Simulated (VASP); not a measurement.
Crystal: KI.

```
CELL_PARAMETERS angstrom
0.00000 3.53277 3.53277
3.53277 0.00000 3.53277
3.53277 3.53277 0.00000
ATOMIC_POSITIONS crystal
K 0.00000 0.00000 0.00000
I 0.50000 0.50000 0.50000
```

| Item | Value |
| --- | --- |
| Program | VASP 6.6.1 |
| Task | relaxation of cell and atoms |
| Functional | PBE |
| Potentials or basis | VASP PAW PBE potentials, release 64 (K_sv, I) |
| Cutoff | 600 eV |
| k mesh | 8 × 8 × 8 |
| Occupations | gaussian, width 0.03 eV |
| Spin | no spin polarisation |

At the start: pressure 0.6 GPa; volume 44.09 Å³/atom.

Q: Where does the relaxation end?

A: Over 4 steps the energy falls by 4.3 meV/atom and the volume is 46.44 Å³/atom (+5.3 %); space group Fm-3m (No. 225, to 0.05 Å).

The path:
```csv
step,energy change (eV),largest force (eV/Å),pressure (GPa),volume (Å³)
1,0.0000,0.0000,0.62,88.18
2,-0.0063,0.0000,0.31,90.38
3,-0.0085,0.0000,-0.05,93.30
4,-0.0086,0.0000,0.00,92.88
```

Final structure:
```
CELL_PARAMETERS angstrom
0.00000 3.59439 3.59439
3.59439 0.00000 3.59439
3.59439 3.59439 0.00000
ATOMIC_POSITIONS crystal
K 0.00000 0.00000 0.00000
I 0.50000 0.50000 0.50000
```
